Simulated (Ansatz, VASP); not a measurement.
# Si31C32 (V_Si) in two plane-wave programs

One calculation is typed for both programs; each brings its own data sets. How far apart do they land? The cell is taken from a series of runs on this material, whose earlier steps may have relaxed, scaled, displaced or heated it; both programs get it as it stands.

Program: Ansatz 0.2.0. Level of theory: plane waves, with VASP 6.6.1 beside it; single point at PBE. Results are calculated unless marked as measured.

## 1. The starting structure

The cell holds 63 atoms: 31 Si and 32 C. Its edges and angles: a = 8.759 Å, b = 8.759 Å, c = 8.759 Å, α = 90.0°, β = 90.0°, γ = 90.0°. It derives from SiC (SiC (F-43m)). Nearest the centre at fractional (0.500, 0.500, 0.500): C53 at 2.09 Å, C46 at 2.09 Å, C56 at 2.09 Å, C35 at 2.09 Å, Si30 at 3.08 Å, Si29 at 3.08 Å, Si22 at 3.08 Å, Si31 at 3.08 Å. The cell carries charge −1.

Coordinates:

```
Si C
1.0
     8.75946    0.00000    0.00000
     0.00000    0.00000   -8.75946
     0.00000    8.75946    0.00000
Si C
31 32
Direct
  0.99978 0.99997 0.99959
  0.00009 0.25003 0.24965
  0.24984 0.00027 0.24965
  0.24984 0.25003 0.99990
  0.99978 0.99997 0.49959
  0.99947 0.25003 0.74953
  0.24984 0.99966 0.74953
  0.25063 0.25082 0.50000
  0.99978 0.49997 0.99959
  0.99947 0.74991 0.24965
  0.25063 0.50037 0.25045
  0.24984 0.74991 0.99929
  0.99978 0.49997 0.49959
  0.00009 0.74991 0.74953
  0.25063 0.49956 0.74874
  0.25063 0.74911 0.49919
  0.49978 0.99997 0.99959
  0.50019 0.25082 0.25045
  0.74972 0.99966 0.24965
  0.74972 0.25003 0.99929
  0.49978 0.99997 0.49959
  0.49937 0.25082 0.74874
  0.74972 0.00027 0.74953
  0.74892 0.25082 0.49919
  0.49978 0.49997 0.99959
  0.49937 0.74911 0.25045
  0.74892 0.49956 0.25045
  0.74972 0.74991 0.99990
  0.50019 0.74911 0.74874
  0.74892 0.50037 0.74874
  0.74892 0.74911 0.50000
  0.12397 0.12416 0.37457
  0.12397 0.37494 0.12378
  0.37475 0.12416 0.12378
  0.36210 0.36229 0.36191
  0.12476 0.12495 0.87461
  0.12467 0.37461 0.62495
  0.37443 0.12485 0.62495
  0.37443 0.37461 0.87471
  0.12467 0.62532 0.37424
  0.12476 0.87498 0.12458
  0.37443 0.62532 0.12448
  0.37443 0.87508 0.37424
  0.12397 0.62499 0.87540
  0.12397 0.87578 0.62462
  0.36210 0.63765 0.63727
  0.37475 0.87578 0.87540
  0.62513 0.12485 0.37424
  0.62513 0.37461 0.12448
  0.87480 0.12495 0.12458
  0.87489 0.37461 0.37424
  0.62481 0.12416 0.87540
  0.63746 0.36229 0.63727
  0.87559 0.12416 0.62462
  0.87559 0.37494 0.87540
  0.63746 0.63765 0.36191
  0.62481 0.87578 0.12378
  0.87559 0.62499 0.12378
  0.87559 0.87578 0.37457
  0.62513 0.62532 0.87471
  0.62513 0.87508 0.62495
  0.87489 0.62532 0.62495
  0.87480 0.87498 0.87461
```

## 2. Ansatz: single point, PBE

Ansatz runs on its default PAW (the set named soft_2) files.

A single point gives forces, pressure and levels at one fixed geometry, so differences don't come from the geometry; what else differs is listed under the comparison.

Input file input.yaml:

```yaml
crystal:
  checkpoint: "../qm1_M3.relax_smeared.run"
  host: checkpoint
total_charge: -1
basis:
  ecutwfc: 420
  xc_grid: 2
hamiltonian:
  xc: pbe
kpoints:
  mp_grid: { grid: [2, 2, 2], shift: [0.5, 0.5, 0.5] }
magnetization:
  spin_polarized: true
  initial_magnetization: 3
  spin_locking: { lock_magnetization: hard }
scf:
  occupations: { method: fermi_dirac, width: 0.01 }
  max_iter: 100
output:
  forces: true
  eigenvalues: true
  charged_corrections:
    epsilon: 7.0
    static_epsilon: 10.39
    defect_position: [0.5, 0.5, 0.5]
  eigenstates: { localisation: true }
  populations: true
  efg: {}
  band_densities: [{ bands: [v1, v1] }, { bands: [c1, c1] }]
  write_density: true
  write_potential: true
  volumetric_format: npy
checkpoint:
  read: "../qm1_M3.relax_smeared.run"
  write: "../qm1_M3.point.run"
  compress: false
  write_wavefunctions: false
  write_every: 100000
```

The run is started by

```console
ansatz run input.yaml --threads 4 --pin off --max-ram 9420MiB --backend cpu --events-out ev --progress --plain --runs-dir out
```

Numbers of over 12 decimals in the logs are rounded to 6 here.

What it wrote:

```text
Warning: at least one further symmetry operation maps every atom of the structure, as the run holds it, onto an atom to within 2.35e-5 (fractional), and is not used: no operation is sought that the atoms, as the run holds them, miss by more than 2.00e-5, twice crystal.symmetry.tolerance (1.0e-5). The run uses 1 unitary operations. The run imposes no operation that its atoms and lattice do not hold. Figures that only  [...]
crystal.checkpoint: the structure is that of <dir>, a `relax` run, at its step 6: its result, under pbe at a charge of -1 e; 63 atoms read, 0 with a starting moment; crystal.structure_sha256 for this input is
Engine: ansatz 0.2.0, aarch64-unknown-linux-gnu
Pseudopotentials: kind: paw
Pseudopotential: Si, paw, valence charge 4, recommended cutoff 420 eV (normal), Si.paw.azcp
Pseudopotential: C, paw, valence charge 4, recommended cutoff 420 eV (normal), C.paw.azcp
Functional definition: PBE
  parameter kappa = 0.804
  parameter beta = 0.066725
  exchange = pbe_x(kappa = kappa, mu = beta*pi^2/3)
  correlation = pbe_c(beta = beta)
Crystal: 63 atoms, lattice volume = 672.097 Å³
Basis set: ecut = 420 eV, 13205 PW (Γ), exchange–correlation on 120×120×120 points (8 copies of the dense FFT grid, shifted against one another)
Bands: 191, of which v1, the nominal top of the filled ones, is band 127 counted from 1 (126 counted from 0)
Symmetry: 1 space group operations
Space group: P1 (ITA 1), of the structure as read, at distance tolerance 8.8e-5 Å
Magnetic group: BNS 1.1 (UNI 1), of the structure as read, at distance tolerance 8.8e-5 Å
k-points: 4 of 8 (time reversal used)
Non-local potential: Si, projectors of the file, l = 0: 2, l = 1: 2, l = 2: 2
Non-local potential: C, projectors of the file, l = 0: 2, l = 1: 2, l = 2: 1
PAW form: soft (Blöchl's): semilocal exchange-correlation on the pseudo side does not see the compensation charge
PAW one-centre angular grid: Si, 110 points (default); XC on 64 Gauss nodes
PAW one-centre angular grid: C, 110 points (default); XC on 64 Gauss nodes
Initial density: read from a saved state, or passed on in memory by an earlier SCF of this step, an earlier step, the calling program or the single point that the run made first
Starting moments: Σ|m| = 3 μB on 63 of 63 sites; this step starts from the density that it was given
Initial wavefunctions: pseudopotential atomic-orbital guess — the wavefunctions supplied were not used: wavefunction packing (Γ-real/complex/spinor) differs
Functional: x = pbe(κ = 0.804, μ = 0.219515), c = pbe(β = 0.066725)
iter 1 solved again at ethr=4.58e-5 eV; its pass at ethr=3.10e-3 eV (dr2=1.16e-1 eV) is discarded
SCF iter   1: F=—  HF=-27736.205618 eV  |F-HF|=—  |Δ(HF+E_count)|=         —  Δρ=1.96e-3 (↑1.96e-3 ↓1.92e-3)  dr2=1.19e-1  dr2_m=1.12e-3  M=3.000 μB ∫|m|=3.189 μB  β_m=0.30  ethr=4.58e-5  ⟨swp⟩=5.4  Hψ=10372  notcnv=0
preconditioner: auto → Resta (q_TF=auto, 2.318 Å⁻¹)  ε∞=4.8  [insulator: Δε(μ)=1.118 eV  Ē_g=11.720 eV  σ=0.010 eV  W_gap=1.00  n_scr=146 (ndim 8)  ℏωp=22.8 eV  f_vac=0.000  D(μ)=0.00/eV (n_scr^D=0)  ε∞_Penn≈4.8]
spin=Collinear: Resta preconditioning applied to the charge; magnetization (m = ρ↑ − ρ↓) channel mixes plain (no charge-response kernel on spin).
SCF iter   2: F=—  HF=-27736.181915 eV  |F-HF|=—  |Δ(HF+E_count)|=   2.37e-2  Δρ=1.12e-3 (↑1.12e-3 ↓1.12e-3)  dr2=3.82e-2  dr2_m=6.37e-4  M=3.000 μB ∫|m|=3.186 μB  β_m=0.49  ethr=4.58e-5  ⟨swp⟩=3.0  Hψ=2050  notcnv=0
SCF iter   3: F=—  HF=-27736.172913 eV  |F-HF|=—  |Δ(HF+E_count)|=   9.00e-3  Δρ=3.20e-4 (↑2.59e-4 ↓3.20e-4)  dr2=1.36e-3  dr2_m=9.25e-5  M=3.000 μB ∫|m|=3.185 μB  β_m=0.75  ethr=1.51e-5  ⟨swp⟩=4.0  Hψ=3118  notcnv=0
SCF iter   4: F=—  HF=-27736.173219 eV  |F-HF|=—  |Δ(HF+E_count)|=   3.06e-4  Δρ=3.89e-5 (↑3.89e-5 ↓2.95e-5)  dr2=3.01e-5  dr2_m=1.14e-6  M=3.000 μB ∫|m|=3.185 μB  β_m=0.77  ethr=5.36e-7  ⟨swp⟩=2.0  Hψ=2480  notcnv=0
SCF iter   5: F=—  HF=-27736.172793 eV  |F-HF|=—  |Δ(HF+E_count)|=   4.27e-4  Δρ=1.34e-5 (↑1.22e-5 ↓1.34e-5)  dr2=2.94e-6  dr2_m=9.87e-8  M=3.000 μB ∫|m|=3.184 μB  β_m=0.84  ethr=1.19e-8  ⟨swp⟩=2.0  Hψ=2533  notcnv=0
SCF iter   6: F=—  HF=-27736.172795 eV  |F-HF|=—  |Δ(HF+E_count)|=   1.92e-6  Δρ=4.66e-6 (↑4.59e-6 ↓4.66e-6)  dr2=6.46e-7  dr2_m=1.27e-8  M=3.000 μB ∫|m|=3.184 μB  β_m=0.84  ethr=1.16e-9  ⟨swp⟩=2.0  Hψ=2534  notcnv=0
[...]
k-point 1 ↑: bands = [... 123 lower, 8.5971, 8.5972, 8.9997, 9.4418, 9.4420, 11.3331, 11.3332, 11.3601, ... 60 higher]
  k-point 2 ↑: bands = [... 123 lower, 8.5970, 8.5971, 8.9992, 9.4420, 9.4421, 11.3331, 11.3331, 11.3602, ... 60 higher]
  k-point 3 ↓: bands = [... 123 lower, 8.6632, 8.9341, 10.0548, 10.4570, 10.4579, 11.3609, 11.3610, 11.4054, ... 60 higher]
--- Löwdin populations: 63 sites ---
  site symbol       q [e]    m [muB]
     0     Si      2.9671     0.0000
     1     Si      2.9652    -0.0021
     2     Si      2.9652    -0.0021
     3     Si      2.9652    -0.0021
     4      C      4.9729     0.0426
     5      C      4.9729     0.0426
     6      C      4.9729     0.0426
     7      C      4.8466     0.6135
     8     Si      2.9695     0.0144
     9     Si      2.9652    -0.0021
    10     Si      2.9652    -0.0021
    11     Si      2.9532    -0.0124
    12      C      4.9735     0.0049
    13      C      4.9774     0.0065
    14      C      4.9774     0.0065
    15      C      4.9774     0.0065
    16     Si      2.9695     0.0144
    17     Si      2.9652    -0.0021
    18     Si      2.9531    -0.0124
    19     Si      2.9652    -0.0021
    20      C      4.9774     0.0065
    21      C      4.9735     0.0049
    22      C      4.9774     0.0065
    23      C      4.9774     0.0065
[...]
55      C      4.9729     0.0426
    56     Si      2.9531    -0.0124
    57     Si      2.9531    -0.0124
    58     Si      2.9532    -0.0124
    59      C      4.9774     0.0065
    60      C      4.9774     0.0065
    61      C      4.9774     0.0065
    62      C      4.9735     0.0049
  spilling = 0.010019 (of n_electrons = 253.000000)
--- Band densities, each state counted as filled ---
  window                                       electrons  max residual (eV)  cut levels
  bands: [v1, v1]                    1.000000 + 1.000000             1.2e-4           8
  bands: [c1, c1]                    1.000000 + 1.000000             1.2e-4           8
```

## 3. VASP: single point, PBE

The same cell, functional, mesh and smearing now go to VASP, with its own data sets.

Lines of VASP's logs that name or quote its potential files are left out, and so is its time.

Input file INCAR:

```
SYSTEM = Si31C32
PREC = Accurate
ENCUT = 520
EDIFF = 1E-06
NELM = 200
ISMEAR = -1
SIGMA = 0.01
LREAL = Auto
ALGO = Normal
GGA = PE
NELECT = 253
NBANDS = 176
ISPIN = 2
MAGMOM = 0 -0 -0 -0 0.01 -0 -0 0 0.01 -0 0 -0 0 -0 0 0 0.01 0 -0 -0 0 0 -0 0 0 0 0 -0 0 0 0 0.03 0.03 0.03 0.32 0 0 0 0 0 0 0 0 0.03 0.03 0.32 0.03 0 0 0 0 0.03 0.32 0.03 0.03 0.32 0.03 0.03 0.03 0 0 0 0
LORBIT = 11
LWAVE = .FALSE.
LCHARG = .FALSE.
ISIF = 2
ISYM = 0
NUPDOWN = 3
LASPH = .TRUE.
GGA_COMPAT = .FALSE.
KPAR = 4
```

Input file POSCAR:

```
Si31C32
1.0
    8.7594607646      0.0000000000      0.0000000000
    0.0000000000      0.0000000000     -8.7594607646
    0.0000000000      8.7594607646      0.0000000000
Si C
31 32
Direct
    0.9997798324      0.9999672777      0.9995929405
    0.0000855885      0.2500268470      0.2496525098
    0.2498394017      0.0002730338      0.2496525098
    0.2498394017      0.2500268470      0.9998986966
    0.9997798324      0.9999672777      0.4995929405
    0.9994740763      0.2500268470      0.7495333712
    0.2498394017      0.9996615216      0.7495333712
    0.2506348428      0.2508222881      0.4999988783
    0.9997798324      0.4999672777      0.9995929405
    0.9994740763      0.7499077084      0.2496525098
    0.2506348428      0.5003732155      0.2504479509
    0.2498394017      0.7499077084      0.9992871844
    0.9997798324      0.4999672777      0.4995929405
    0.0000855885      0.7499077084      0.7495333712
    0.2506348428      0.4995613399      0.7487379301
    0.2506348428      0.7491122673      0.4991870027
    0.4997798324      0.9999672777      0.9995929405
    0.5001857702      0.2508222881      0.2504479509
    0.7497202631      0.9996615216      0.2496525098
    0.7497202631      0.2500268470      0.9992871844
    0.4997798324      0.9999672777      0.4995929405
    0.4993738946      0.2508222881      0.7487379301
    0.7497202631      0.0002730338      0.7495333712
    0.7489248220      0.2508222881      0.4991870027
    0.4997798324      0.4999672777      0.9995929405
    0.4993738946      0.7491122673      0.2504479509
    0.7489248220      0.4995613399      0.2504479509
    0.7497202631      0.7499077084      0.9998986966
    0.5001857702      0.7491122673      0.7487379301
    0.7489248220      0.5003732155      0.7487379301
    0.7489248220      0.7491122673      0.4999988783
    0.1239679612      0.1241554065      0.3745652232
    0.1239679612      0.3749395604      0.1237810693
    0.3747521151      0.1241554065      0.1237810693
    0.3620983055      0.3622857508      0.3619114136
    0.1247626298      0.1249500751      0.8746101431
    0.1246660990      0.3746144136      0.6249458046
    0.3744269683      0.1248535443      0.6249458046
    0.3744269683      0.3746144136      0.8747066739
    0.1246660990      0.6253201418      0.3742400764
    0.1247626298      0.8749844803      0.1245757379
    0.3744269683      0.6253201418      0.1244792071
    0.3744269683      0.8750810111      0.3742400764
    0.1239679612      0.6249949950      0.8754048117
    0.1239679612      0.8757791489      0.6246206578
    0.3620983055      0.6376488046      0.6372744674
    0.3747521151      0.8757791489      0.8754048117
    0.6251326965      0.1248535443      0.3742400764
    0.6251326965      0.3746144136      0.1244792071
    0.8747970350      0.1249500751      0.1245757379
    0.8748935658      0.3746144136      0.3742400764
    0.6248075497      0.1241554065      0.8754048117
    0.6374613593      0.3622857508      0.6372744674
    0.8755917036      0.1241554065      0.6246206578
    0.8755917036      0.3749395604      0.8754048117
    0.6374613593      0.6376488046      0.3619114136
    0.6248075497      0.8757791489      0.1237810693
    0.8755917036      0.6249949950      0.1237810693
    0.8755917036      0.8757791489      0.3745652232
    0.6251326965      0.6253201418      0.8747066739
    0.6251326965      0.8750810111      0.6249458046
    0.8748935658      0.6253201418      0.6249458046
    0.8747970350      0.8749844803      0.8746101431
```

Input file KPOINTS:

```
Points of the shifted mesh
8
Reciprocal
 0.2500000000  0.2500000000  0.2500000000 1
 0.2500000000  0.2500000000  0.7500000000 1
 0.2500000000  0.7500000000  0.2500000000 1
 0.2500000000  0.7500000000  0.7500000000 1
 0.7500000000  0.2500000000  0.2500000000 1
 0.7500000000  0.2500000000  0.7500000000 1
 0.7500000000  0.7500000000  0.2500000000 1
 0.7500000000  0.7500000000  0.7500000000 1
```

The projector-augmented-wave data sets are Si and C (PBE family, release 64).

The run is started by

```console
mpirun -np 8 vasp_std
```

What it wrote:

```text
[banner, memory and clock lines left out]
running    8 mpi-ranks, on    1 nodes
[...]
|                                                                             |
|           W    W    AA    RRRRR   N    N  II  N    N   GGGG   !!!           |
|           W    W   A  A   R    R  NN   N  II  NN   N  G    G  !!!           |
|           W    W  A    A  R    R  N N  N  II  N N  N  G       !!!           |
|           W WW W  AAAAAA  RRRRR   N  N N  II  N  N N  G  GGG   !            |
|           WW  WW  A    A  R   R   N   NN  II  N   NN  G    G                |
|           W    W  A    A  R    R  N    N  II  N    N   GGGG   !!!           |
|                                                                             |
|     For optimal performance we recommend to set                             |
|       NCORE = 2 up to number-of-cores-per-socket                            |
|     NCORE specifies how many cores store one orbital (NPAR=cpu/NCORE).      |
|     This setting can greatly improve the performance of VASP for DFT.       |
[...]
DAV:   5    -0.516879204817E+03   -0.66944E-01   -0.66866E-01  6904   0.170E+00BRMIX: very serious problems
 the old and the new charge density differ
 old charge density:   252.00000 new  253.00000
BRMIX: very serious problems
 the old and the new charge density differ
 old charge density:   252.00000 new  253.00000
BRMIX: very serious problems
 the old and the new charge density differ
 old charge density:   252.00000 new  253.00000
BRMIX: very serious problems
 the old and the new charge density differ
 old charge density:   252.00000 new  253.00000
    0.487E+01
DAV:   6    -0.462333529351E+03    0.54546E+02   -0.17594E+02  6632   0.222E+01    0.217E+01
DAV:   7    -0.460978922349E+03    0.13546E+01   -0.15869E+01  6912   0.713E+00    0.961E+00
DAV:   8    -0.460786340728E+03    0.19258E+00   -0.11486E+00  6656   0.245E+00    0.349E+00
DAV:   9    -0.460761183525E+03    0.25157E-01   -0.17055E-01  6552   0.124E+00    0.116E+00
[...]
DAV:  15    -0.460762521733E+03   -0.37355E-05   -0.95866E-06  7024   0.731E-03    0.487E-03
DAV:  16    -0.460762523530E+03   -0.17964E-05   -0.14715E-06  3976   0.327E-03    0.255E-03
DAV:  17    -0.460762524451E+03   -0.92087E-06   -0.68811E-07  3584   0.170E-03
   1 F= -.46076252E+03 E0= -.46076252E+03  d E =-.133551E-11  mag=     3.0000
```

OUTCAR, selected parts (step 3):

```text
  FREE ENERGIE OF THE ION-ELECTRON SYSTEM (eV)
  ---------------------------------------------------
  free  energy   TOTEN  =      -460.7625244507 eV

  energy  without entropy=     -460.7625244507  energy(sigma->0) =     -460.76252445

 magnetization (x)
# of ion       s       p       d       tot
------------------------------------------
    1       -0.000  -0.000   0.000  -0.000
    2       -0.000  -0.001   0.000  -0.001
    3       -0.000  -0.001   0.000  -0.001
    4       -0.000  -0.001   0.000  -0.001
    5        0.002   0.010   0.000   0.012
    6       -0.000  -0.001   0.000  -0.001
    7       -0.000  -0.001   0.000  -0.001
    8       -0.002  -0.004   0.000  -0.006
    9        0.002   0.010   0.000   0.012
   10       -0.000  -0.001   0.000  -0.001
   11       -0.002  -0.004   0.000  -0.006
   12       -0.000  -0.001   0.000  -0.001
   13       -0.000  -0.000   0.000  -0.000
[...]
--------------------------------------------------
tot          0.113   1.391   0.000   1.505
```

The run ends at a pressure of 3.48 GPa, with forces up to 0.24 eV/Å.

## 4. Differences

Known differences besides the potentials themselves: VASP starts from the moments at which Ansatz ended; the cutoff is 420 eV in Ansatz and 520 eV in VASP (PREC = Accurate, projectors in real space); site moments are counted in spheres of each program's own size. Total energies have different zeros and are not compared.

Both answers:

```
                             quantity  Ansatz  VASP  difference
total moment, fixed by the input (μB)    3.00  3.00        0.00
                   moment on C56 (μB)    0.32  0.30       +0.02
                   moment on C53 (μB)    0.32  0.30       +0.02
                   moment on C46 (μB)    0.32  0.30       +0.02
                   moment on C35 (μB)    0.32  0.30       +0.02
```

Forces on 8 of the 63 atoms, those with the largest forces and the largest differences (eV/Å; atoms numbered as in POSCAR):

```
atom          Ansatz x, y, z            VASP x, y, z
 C33  -0.006, -0.007, -0.068   -0.002, 0.000, -0.061
 C35    0.143, 0.145, -0.142    0.138, 0.134, -0.140
 C45  -0.008, -0.067, -0.008   0.001, -0.061, -0.001
 C46    0.144, -0.145, 0.143    0.136, -0.140, 0.138
 C53  -0.143, -0.144, -0.143  -0.140, -0.142, -0.137
 C56    -0.143, 0.145, 0.143    -0.141, 0.135, 0.139
 C57  -0.068, -0.008, -0.008   -0.061, 0.000, -0.001
 C58    0.008, -0.007, 0.068    0.003, -0.003, 0.062
```

The forces differ by 3.4 meV/Å r.m.s., which is 7.8 % of the r.m.s. force of 0.043 eV/Å (both taken over all components). The cell carries a charge of -1 e against a uniform background, so its pressure also hangs on how the neutralising background is counted, and in a defect's cell a gap may be the spacing between its levels.

## 5. Results

```json
{
 "r.m.s. force difference (single point, PBE)": "3.4 meV/Å"
}
```

The r.m.s. force difference is 3.4 meV/Å (single point, PBE), within the 12 meV/Å picked in this series as the mark of a large difference. How closely two codes agree says nothing of how well the functional describes the real material.

[Lines on the potential files, build, host, timing and source positions are cut from VASP's logs without a mark.]

[Logs are printed without paths, hosts, clocks, repeated set-up lines and the standing remarks that a program may print on its own settings, such as how far it seeks lower states.]

[Hosts, paths, dates, database ids (printed as entryN), source tags and the programs' standing remarks are cut or masked in the printed files.]
